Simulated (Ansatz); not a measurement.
**Zr₃SiO₈ (P-4m2)**

Method: DFT PBE, scalar-relativistic, plane waves, PAW in Ansatz.

Plane waves to 420 eV, a k mesh through Γ of 4×4×4 on the computed 12-atom cell and Gaussian smearing (0.02 eV); no spin polarisation.

The structure is relaxed at this level of theory with its symmetry kept, and needn't be the ground state of this composition.

Space group P-4m2 (No. 115), tetragonal, a = 6.113 Å, c = 8.732 Å. Around Zr on a site of symmetry 2mm lie 4 O at 1.95–1.98 Å; Zr on a site of symmetry -4m2 has 4 O at 1.96 Å; Si is surrounded by 4 O at 1.64 Å; O on its first site has 1 Si at 1.64 Å and 1 Zr at 1.98 Å; O on its second site has 2 Zr at 1.95–1.96 Å.

```json
{"Volume per atom": "27.19 Å³", "Formation energy from the elements' standard states (uncorrected)": "-3.085 eV/atom", "Kohn–Sham band gap": "4.53 eV", "Orbital (Löwdin) character of the top 1 eV of the valence band": "O 2p 94 %", "Orbital (Löwdin) character of the lowest 1 eV of the conduction band": "Zr 4d 69 %, Zr 5s 12 %, O 2p 7 %, unprojected 7 %"}
```

The cell was found from a structure generator's guess, not taken from experiment. Kohn–Sham gaps at this level usually fall short of measured ones. Löwdin shares on free-atom orbitals overweight diffuse shells in the empty bands.
